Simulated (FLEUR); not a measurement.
# Sb (R-3m) in FLEUR: a series of runs

The runs below take Sb through equation of state, with PBE.

Program: FLEUR MaX-R8.1 (later development tree). These are calculated values, not measurements. Logs are shortened: lines on timing, memory, paths and dates and some standing lists are left out, and cuts for length are marked.

### Step 1. The structure

It takes space group R-3m (No. 166, trigonal). Conventional cell: a = 4.308 Å, b = 4.308 Å, c = 11.274 Å, α = 90.00°, β = 90.00°, γ = 120.00°. Around Sb (site symmetry 3m) lie 3 Sb at 2.91 Å.

### Step 2. Equation of state, PBE, 28.39 Å³/atom (volume scaled by 0.94)

File inp.xml:

```xml
<?xml version="1.0" encoding="UTF-8" standalone="no"?>
<fleurInput fleurInputVersion="0.39">
   <comment>
      Sb                                                                                                  
   </comment>
   <calculationSetup>
      <cutoffs Kmax="4.1" Gmax="12.7" GmaxXC="12.7" numbands="0"/>
      <scfLoop itmax="60" minDistance="0.00001" maxIterBroyd="15" imix="Anderson" alpha="0.05" precondParam="0.0" spinf="2.0" sdNocoIR="T"/>
      <coreElectrons ctail="T" frcor="F" kcrel="0" coretail_lmax="0"/>
      <xcFunctional name="pbe" relativisticCorrections="F"/>
      <magnetism jspins="1"/>
      <soc l_soc="F" theta="0.0" phi="0.0" spav="F"/>
      <expertModes spex="0" secvar="F"/>
      <geometryOptimization l_f="F" forcealpha="1.0" forcemix="BFGS" epsdisp="0.0005" epsforce="0.0002"/>
      <ldaU l_linMix="F" mixParam="0.05" spinf="1.0"/>
   </calculationSetup>
   <cell>
      <bzIntegration valenceElectrons="42.0" mode="hist" fermiSmearingEnergy="0.00183747">
         <kPointListSelection listName="default-1"/>
         <!-- k-points included here -->
         <xi:include xmlns:xi="http://www.w3.org/2001/XInclude" href="kpts.xml"> </xi:include>
      </bzIntegration>
      <!-- symmetry operations included here -->
      <xi:include xmlns:xi="http://www.w3.org/2001/XInclude" href="sym.xml"> </xi:include>
      <bulkLattice scale="0.9795861087">
         <bravaisMatrix>
            <row-1>    4.0708480176133195     2.3503051988212298     7.1015907762468000</row-1>
            <row-2>   -4.0708480176133195     2.3503051988212298     7.1015907762468000</row-2>
            <row-3>    0.0000000000000000    -4.7006103976424596     7.1015907762468000</row-3>
         </bravaisMatrix>
      </bulkLattice>
   </cell>
   <atomSpecies>
      <species name="Antimony (Sb)" element="Sb" atomicNumber="51">
         <mtSphere radius="2.47" gridPoints="843" logIncrement="0.015"/>
         <atomicCutoffs lmax="10" lnonsphr="8"/>
         <electronConfig flipSpins="F">
            <coreConfig>(1s1/2) (2s1/2) (2p1/2) (2p3/2) (3s1/2) (3p1/2) (3p3/2) (4s1/2) (3d3/2) (3d5/2)</coreConfig>
            <valenceConfig>(4p1/2) (4p3/2) (5s1/2) (4d3/2) (4d5/2) (5p1/2) (5p3/2)</valenceConfig>
            <stateOccupation state="(5p1/2)" spinUp="0.500000" spinDown="0.500000"/>
            <stateOccupation state="(5p3/2)" spinUp="1.000000" spinDown="1.000000"/>
         </electronConfig>
         <energyParameters s="5" p="5" d="5" f="4"/>
         <lo type="SCLO" l="1" n="4" eDeriv="0"/>
         <lo type="SCLO" l="1" n="4" eDeriv="1"/>
         <lo type="SCLO" l="2" n="4" eDeriv="0"/>
         <lo type="SCLO" l="2" n="4" eDeriv="1"/>
         <lo type="SCLO" l="0" n="5" eDeriv="2"/>
         <lo type="SCLO" l="3" n="4" eDeriv="2"/>
      </species>
   </atomSpecies>
   <atomGroups>
      <atomGroup species="Antimony (Sb)">
         <relPos label="                   1">-.2334900000 -.2334900000 -.2334900000</relPos>
         <relPos label="                   2">.2334900000 .2334900000 .2334900000</relPos>
         <force calculate="T" relaxXYZ="TTT"/>
      </atomGroup>
   </atomGroups>
   <output dos="F" band="F" slice="F">
      <checks vchk="F" cdinf="F"/>
      <bandDOS minEnergy="-.5*Htr" maxEnergy="0.5*Htr" sigma="0.015" storeEVData="T"/>
      <vacuumDOS vacdos="F" integ="F" star="F" nstars="0" locx1="0.0" locy1="0.0" locx2="0.0" locy2="0.0" nstm="0" tworkf="0.0"/>
      <unfoldingBand unfoldBand="F" supercellX="1" supercellY="1" supercellZ="1"/>
      <plotting iplot="0" polar="F">
         <plot TwoD="T" vec1="  1.0  0.0  0.0" vec2="  0.0  1.0  0.0" vec3="  0.0  0.0  1.0" zero="  0.0  0.0  0.0" file="plot"/>
      </plotting>
      <chargeDensitySlicing numkpt="0" minEigenval="0.0" maxEigenval="0.0" nnne="0" pallst="F"/>
      <specialOutput eonly="F"/>
      <moessbauerParams electricFieldGradient="T" isomerShift="T" coreHyperfine="T" valenceHyperfine="T"/>
      <magneticCircularDichroism mcd="F" energyLo="-10.0" energyUp="0.0"/>
   </output>
  <!-- We include the file relax.xml here to enable relaxations (see documentation) -->
  <xi:include xmlns:xi="http://www.w3.org/2001/XInclude" href="relax.xml"> <xi:fallback/> </xi:include>
</fleurInput>
```

Potentials or basis: all-electron, FLAPW.

Run with:

```bash
$ inpgen -f crystal.txt -profile fastHighL
$ # inp.xml edited to the form shown
$ fleur_MPI
```

The log of the run:

```text
Welcome to FLEUR        (www.flapw.de)
      MaX-Release 8.1          (www.max-centre.eu)

 ========== k-point set info ==========
 Selected k-point list: default-1
 k-point list type: mesh
 8 x 8 x 8
 Number of k points: 65

 ------------Calculation Setup---------------------------
 Number of MPI-tasks      :            1
 Number of PE/node        :            1
 Number of OMP-threads    :            1
 Most efficient MPI parallelization for:
           1           5          13          65
 Additional eigenvalue parallelization possible
 Number of basis functions:          543
 Approximate size of matrices (H+S) per k-point:         0.004 GB
 --------------------------------------------------------
 Iteration:     1   Distance:       5.18852248 me/bohr^3
 Iteration:     2   Distance:       4.87236534 me/bohr^3
 Iteration:     3   Distance:       1.55652557 me/bohr^3
 Iteration:     4   Distance:       0.30383246 me/bohr^3
 Iteration:     5   Distance:       0.28251269 me/bohr^3
 Iteration:     6   Distance:       0.04897004 me/bohr^3
 Iteration:     7   Distance:       0.01675452 me/bohr^3
 Iteration:     8   Distance:       0.00836632 me/bohr^3
 Iteration:     9   Distance:       0.00082690 me/bohr^3
 Iteration:    10   Distance:       0.00075896 me/bohr^3
 Iteration:    11   Distance:       0.00011774 me/bohr^3
 Iteration:    12   Distance:       0.00002268 me/bohr^3
 Iteration:    13   Distance:       0.00001463 me/bohr^3
 Iteration:    14   Distance:       0.00000174 me/bohr^3

 ********************************************************************
 Run finished successfully
 Stop message:
   all done
 ********************************************************************
```

out.xml (last iteration):

```text
<iteration numberForCurrentRun="   14" overallNumber="   14">
         <energyParameters units="Htr">
            <atomicEP atomType="1" spin="1" branch="5s" branchLowest="-5.01" branchHighest="0.74" value="-0.0911401010"/>
            <atomicEP atomType="1" spin="1" branch="5p" branchLowest="-3.28" branchHighest="1.43" value="0.1432759990"/>
            <atomicEP atomType="1" spin="1" branch="5d" branchLowest="-0.74" branchHighest="2.65" value="0.3511913920"/>
            <atomicEP atomType="1" spin="1" branch="4f" branchLowest="-9.99" branchHighest="1.80" value="0.5017973920"/>
            <loAtomicEP atomType="1" spin="1" branch="4p" branchLowest="-27.09" branchHighest="-3.28" value="-3.2919903838"/>
            <loAtomicEP atomType="1" spin="1" branch="4p" branchLowest="-27.09" branchHighest="-3.28" value="-3.2919903838"/>
            <loAtomicEP atomType="1" spin="1" branch="4d" branchLowest="-18.48" branchHighest="-0.74" value="-0.7744865603"/>
            <loAtomicEP atomType="1" spin="1" branch="4d" branchLowest="-18.48" branchHighest="-0.74" value="-0.7744865603"/>
            <loAtomicEP atomType="1" spin="1" branch="5s" branchLowest="-5.01" branchHighest="0.74" value="-0.0911401010"/>
            <loAtomicEP atomType="1" spin="1" branch="4f" branchLowest="-9.99" branchHighest="1.80" value="0.5017993173"/>
         </energyParameters>
         <eigenvalues>
            <eigenvaluesAt spin="1" ikpt="1" k_x="0.00000000" k_y="0.00000000" k_z="0.00000000">
                      -3.2824088121       -3.2824088121       -3.2821952152       -3.2821952152       -3.2817224419
                      -3.2815621475       -0.7833198300       -0.7833198300       -0.7793487736       -0.7793487736
                      -0.7783864901       -0.7741912124       -0.7741912124       -0.7740610513       -0.7706973397
                      -0.7706973397       -0.1817845834        0.1398887111        0.2224136996        0.2338927354
                       0.2338927354        0.3820897463        0.4073453792        0.4073453792        0.4916114814
                       0.4916114814        0.4980172012        0.5407141613        0.5655333755        0.5655333756
                       0.6014973687        0.9755532545        0.9755532545
            </eigenvaluesAt>
            <eigenvaluesAt spin="1" ikpt="2" k_x="0.00000000" k_y="0.00000000" k_z="0.12500000">
                      -3.2824085409       -3.2824033998       -3.2822044483       -3.2821954337       -3.2817143475
                      -3.2815664741       -0.7830386128       -0.7829228508       -0.7792135722       -0.7791140507
                      -0.7782058623       -0.7743782436       -0.7743486548       -0.7742118926       -0.7710983820
                      -0.7709949052       -0.1750185563        0.1068510024        0.2240163270        0.2321904070
                       0.2478703915        0.3791018770        0.3909931543        0.3916371387        0.4695335121
                       0.4876626967        0.4950411488        0.5882237496        0.6051538851        0.6167827339
                       0.6373899001        0.9081592804        0.9588099223
            </eigenvaluesAt>
            <eigenvaluesAt spin="1" ikpt="3" k_x="0.00000000" k_y="0.00000000" k_z="0.25000000">
                      -3.2824079635       -3.2823883131       -3.2822281755       -3.2821960201       -3.2816933590
                      -3.2815794083       -0.7822920321       -0.7818037490       -0.7788834888       -0.7784663274
                      -0.7776715267       -0.7749894188       -0.7749120925       -0.7744711196       -0.7721768330
                      -0.7717859812       -0.1548918050        0.0457328502        0.2247790566        0.2292050911
                       0.2663719694        0.3524691093        0.3563023893        0.3583351075        0.4844767579
                       0.5082877932        0.5284973587        0.6772379444        0.6841317399        0.7010742472
                       0.7167544592        0.8058108524        0.8593611034
            </eigenvaluesAt>
            <eigenvaluesAt spin="1" ikpt="4" k_x="0.00000000" k_y="0.00000000" k_z="0.37500000">
                      -3.2824074592       -3.2823680131       -3.2822562996       -3.2821967499       -3.2816661568
                      -3.2815985703       -0.7813975565       -0.7801828936       -0.7785321984       -0.7775669166
                      -0.7769373537       -0.7759912570       -0.7756869910       -0.7748264214       -0.7735045561
                      -0.7727369184       -0.1222242735       -0.0164738387        0.2278364829        0.2288626312
                       0.2795696945        0.3191442521        0.3250048159        0.3308487357        0.5316838885
                       0.5696833345        0.5875485254        0.6871630911        0.7357789684        0.7528043464
                       0.7845523151        0.7846899992        0.8301232797
            </eigenvaluesAt>
         </eigenvalues>
         <bandgap value="0.0636464181" units="eV"/>
         <sumValenceSingleParticleEnergies value="-53.9757921975" units="Htr"/>
         <FermiEnergy value="0.3086486172" units="Htr"/>
         <valenceDensity>
            <mtCharges spin="1">
               <mtCharge atomType="1" total="18.6706670" s="1.3102061" p="7.3588002" d="9.9879041" f="0.0118922"/>
            </mtCharges>
            <spinDependentCharge spin="1" total="42.0000000" interstitial="4.6586660" mtSpheres="37.3413340"/>
            <totalCharge value="42.0000000000"/>
         </valenceDensity>
         <coreStates atomType="     1" atomicNumber=" 51" spin="1" kinEnergy="   6574.7824026493" eigValSum="  -3896.6488676602" lostElectrons=" 0.000075">
            <state n="1" l="0" j="0.5" energy="-1112.5252996772" weight="1.0000000000"/>
            <state n="2" l="0" j="0.5" energy="-168.8617412414" weight="1.0000000000"/>
            <state n="2" l="1" j="0.5" energy="-157.9437065728" weight="1.0000000000"/>
            <state n="2" l="1" j="1.5" energy="-148.6890925187" weight="2.0000000000"/>
            <state n="3" l="0" j="0.5" energy="-32.7439239221" weight="1.0000000000"/>
            <state n="3" l="1" j="0.5" energy="-28.2821742618" weight="1.0000000000"/>
            <state n="3" l="1" j="1.5" energy="-26.5743914879" weight="2.0000000000"/>
            <state n="4" l="0" j="0.5" energy="-5.0108669013" weight="1.0000000000"/>
            <state n="3" l="2" j="1.5" energy="-18.6989032181" weight="2.0000000000"/>
            <state n="3" l="2" j="2.5" energy="-18.3439822680" weight="3.0000000000"/>
         </coreStates>
         <allElectronCharges>
            <spinDependentCharge spin="1" total="102.0000000" interstitial="4.6588166" mtSpheres="97.3411834"/>
            <totalCharge value="101.9999999921"/>
         </allElectronCharges>
         <moessbauerParams unitsHFF="kG" unitsIS="e/bohr^3" unitsEFG="Htr/bohr^2">
            <coreIsomerShift atomType="1" isTotal="212646.66029">
               <shell n="1" l="0" isomerShift="184967.68550"/>
               <shell n="2" l="0" isomerShift="21848.92127"/>
               <shell n="2" l="1" isomerShift="550.50342"/>
               <shell n="3" l="0" isomerShift="4281.76753"/>
               <shell n="3" l="1" isomerShift="116.74314"/>
               <shell n="4" l="0" isomerShift="881.03942"/>
               <shell n="3" l="2" isomerShift="0.00002"/>
            </coreIsomerShift>
            <isomerShift atomType="1" nucleusRadius="0.0001171" averageDensity="212743.05706"/>
            <electricFieldGradient atomType="1" VXX="0.24937" VYY="0.24937" VZZ="-0.49873" asymParam="0.00000">
            </electricFieldGradient>
         </moessbauerParams>
         <totalEnergy                                    value="   -12967.1622848166" units="Htr">
            <sumOfEigenvalues                            value="    -7847.2735275179">
               <coreElectrons value="-7793.2977353204"/>
               <valenceElectrons value="-53.9757921975"/>
            </sumOfEigenvalues>
            <densityCoulombPotentialIntegral value="-21082.7457400801"/>
            <densityEffectivePotentialIntegral value="-21528.4860487072"/>
            <chargeDenXCDenIntegral value="-341.5152502831"/>
            <FockExchangeEnergyValence value="0.0000000000"/>
            <FockExchangeEnergyCore value="0.0000000000"/>
            <atomTypeDependentContributions atomType="1">
               <electronNucleiInteractionDifferentMTs value="15707.8385209792"/>
               <MadelungTerm value="-57.6481647036"/>
            </atomTypeDependentContributions>
            <tkbTimesEntropy value="0.0001098236"/>
            <freeEnergy value="-12967.1623946402"/>
            <extrapolationTo0K value="-12967.1623397284"/>
         </totalEnergy>
         <densityConvergence units="me/bohr^3">
            <chargeDensity spin="1" distance="0.0000017385"/>
         </densityConvergence>
      </iteration>
```

Wall time 68 s (1 thread of Arm Neoverse V2, shared host); peak memory 0.08 GiB.

Results:

```yaml
Free_energy: -352854.4644 eV
Band_gap_on_the_k_mesh: none (metal or under the smearing width)
Valence_electrons_inside_the_program's_atomic_spheres: Sb 18.67 (radii Sb 2.47 bohr)
```

### Step 3. Equation of state, PBE, 29.00 Å³/atom (volume scaled by 0.96)

inp.xml: that of step 2 with these lines changed.

```diff
@@ -24,3 +24,3 @@
       <xi:include xmlns:xi="http://www.w3.org/2001/XInclude" href="sym.xml"> </xi:include>
-      <bulkLattice scale="0.9795861087">
+      <bulkLattice scale="0.9864848297">
          <bravaisMatrix>
```

Potentials or basis: all-electron, FLAPW.

Run with:

```bash
$ inpgen -f crystal.txt -profile fastHighL
$ # inp.xml edited to the form shown
$ fleur_MPI
```

Run time: 70 s. Hardware: 1 thread of Arm Neoverse V2, shared host; peak memory 0.08 GiB.

It converged, with:

| Property | Result |
| --- | --- |
| Free energy | -352854.5117 eV |
| Band gap on the k mesh | none (metal or under the smearing width) |
| Valence electrons inside the program's atomic spheres | Sb 18.65 (radii Sb 2.47 bohr) |

### Step 4. Equation of state, PBE, 29.60 Å³/atom (volume scaled by 0.98)

inp.xml: that of step 3 with these lines changed.

```diff
@@ -24,3 +24,3 @@
       <xi:include xmlns:xi="http://www.w3.org/2001/XInclude" href="sym.xml"> </xi:include>
-      <bulkLattice scale="0.9864848297">
+      <bulkLattice scale="0.9932883884">
          <bravaisMatrix>
```

Run with:

```bash
$ inpgen -f crystal.txt -profile fastHighL
$ # inp.xml edited to the form shown
$ fleur_MPI
```

Wall time 73 s (1 thread of Arm Neoverse V2, shared host); peak memory 0.08 GiB.

It converged, with:

- Free energy: -352854.5474 eV
- Band gap on the k mesh: none (metal or under the smearing width)
- Valence electrons inside the program's atomic spheres: Sb 18.64 (radii Sb 2.47 bohr)

### Step 5. Equation of state, PBE, 30.21 Å³/atom

inp.xml: that of step 4 with these lines changed.

```diff
@@ -24,3 +24,3 @@
       <xi:include xmlns:xi="http://www.w3.org/2001/XInclude" href="sym.xml"> </xi:include>
-      <bulkLattice scale="0.9932883884">
+      <bulkLattice scale="1.0000000000">
          <bravaisMatrix>
```

Run with:

```bash
$ inpgen -f crystal.txt -profile fastHighL
$ # inp.xml edited to the form shown
$ fleur_MPI
```

It took 75 s on 1 thread of Arm Neoverse V2, shared host; peak memory 0.08 GiB.

It converged, with:

* Free energy: -352854.5726 eV
* Band gap on the k mesh: none (metal or under the smearing width)
* Valence electrons inside the program's atomic spheres: Sb 18.62 (radii Sb 2.47 bohr)

### Step 6. Equation of state, PBE, 30.81 Å³/atom (volume scaled by 1.02)

inp.xml: that of step 5 with these lines changed.

```diff
@@ -24,3 +24,3 @@
       <xi:include xmlns:xi="http://www.w3.org/2001/XInclude" href="sym.xml"> </xi:include>
-      <bulkLattice scale="1.0000000000">
+      <bulkLattice scale="1.0066227096">
          <bravaisMatrix>
```

Potentials or basis: all-electron, FLAPW.

Run with:

```bash
$ inpgen -f crystal.txt -profile fastHighL
$ # inp.xml edited to the form shown
$ fleur_MPI
```

It took 77 s on 1 thread of Arm Neoverse V2, shared host; peak memory 0.08 GiB.

The run converged. Its results:

```
Free energy                                           : -352854.5884 eV
Band gap on the k mesh                                : none (metal or under the smearing width)
Valence electrons inside the program's atomic spheres : Sb 18.61 (radii Sb 2.47 bohr)
```

### Step 7. Equation of state, PBE, 31.41 Å³/atom (volume scaled by 1.04)

inp.xml: that of step 6 with these lines changed.

```diff
@@ -24,3 +24,3 @@
       <xi:include xmlns:xi="http://www.w3.org/2001/XInclude" href="sym.xml"> </xi:include>
-      <bulkLattice scale="1.0066227096">
+      <bulkLattice scale="1.0131594038">
          <bravaisMatrix>
```

Run with:

```bash
$ inpgen -f crystal.txt -profile fastHighL
$ # inp.xml edited to the form shown
$ fleur_MPI
```

Wall time 79 s (1 thread of Arm Neoverse V2, shared host); peak memory 0.08 GiB.

It converged, with:

* Free energy: -352854.5958 eV
* Band gap on the k mesh: none (metal or under the smearing width)
* Valence electrons inside the program's atomic spheres: Sb 18.60 (radii Sb 2.47 bohr)

### Step 8. Equation of state, PBE, 32.02 Å³/atom (volume scaled by 1.06)

inp.xml: that of step 7 with these lines changed.

```diff
@@ -24,3 +24,3 @@
       <xi:include xmlns:xi="http://www.w3.org/2001/XInclude" href="sym.xml"> </xi:include>
-      <bulkLattice scale="1.0131594038">
+      <bulkLattice scale="1.0196128224">
          <bravaisMatrix>
```

Run with:

```bash
$ inpgen -f crystal.txt -profile fastHighL
$ # inp.xml edited to the form shown
$ fleur_MPI
```

Wall time 81 s (1 thread of Arm Neoverse V2, shared host); peak memory 0.08 GiB.

It converged, with:

| Item | Value |
| --- | --- |
| Free energy | -352854.5957 eV |
| Band gap on the k mesh | none (metal or under the smearing width) |
| Valence electrons inside the program's atomic spheres | Sb 18.59 (radii Sb 2.47 bohr) |

### Step 9. Equation of state, PBE

Potentials or basis: all-electron, FLAPW.

This step only gathers the single runs of the series.

What came out:

| Item | Value |
| --- | --- |
| Equilibrium volume | 31.70 Å³/atom |
| Bulk modulus at fixed shape and positions | 50 GPa |
| Pressure derivative of the bulk modulus | 4.6 |

Energy against volume, from the lowest point:
```csv
volume (Å³/atom),energy (meV/atom)
28.393,65.68
28.998,42.04
29.602,24.21
30.206,11.60
30.810,3.70
31.414,0.00
32.018,0.06
```

Caveat: the cell was scaled at fixed shape and fractional positions, which overstates the stiffness of a crystal with free parameters, most of all of layers and chains. Spin-orbit coupling is left out, which matters for the levels of Sb.
